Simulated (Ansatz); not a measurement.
As:

```
As
1.0
     2.70368    0.00000    0.00000
     0.00000    2.70368    0.00000
     0.00000    0.00000    2.70368
As
1
Direct
  0.50000 0.50000 0.50000
```

This isn't the form of As at room conditions, which is rhombohedral.

Base run:

| Property | Result |
| --- | --- |
| Program | Ansatz 0.2.0 |
| Functional | revPBE |
| Potentials or basis | Ansatz PAW |
| Cutoff | 420 eV (not typed: the program's choice for these potentials) |
| k mesh | 10 × 10 × 10 |
| Occupations | fermi-dirac, width 0.05 eV |
| Spin | no spin polarisation |

Its results: band gap on the k mesh none (metal or under the smearing width); pressure 3.4 GPa.

Question: After a change of settings the same cell gave: band gap on the k mesh none (metal or under the smearing width); pressure -0.2 GPa. Which change was it?
A. functional from revPBE to RPBE
B. functional from revPBE to BLYP
C. functional from revPBE to r2SCAN; cutoff from 420 eV (not typed: the program's choice for these potentials) to 500 eV (not typed: the program's choice for these potentials)
D. functional from revPBE to PBEsol

Answer: C.

Caveats: the PAW data sets come from PBE, with cores solved anew for the run's functional, which leaves a small shift of forces and pressure.
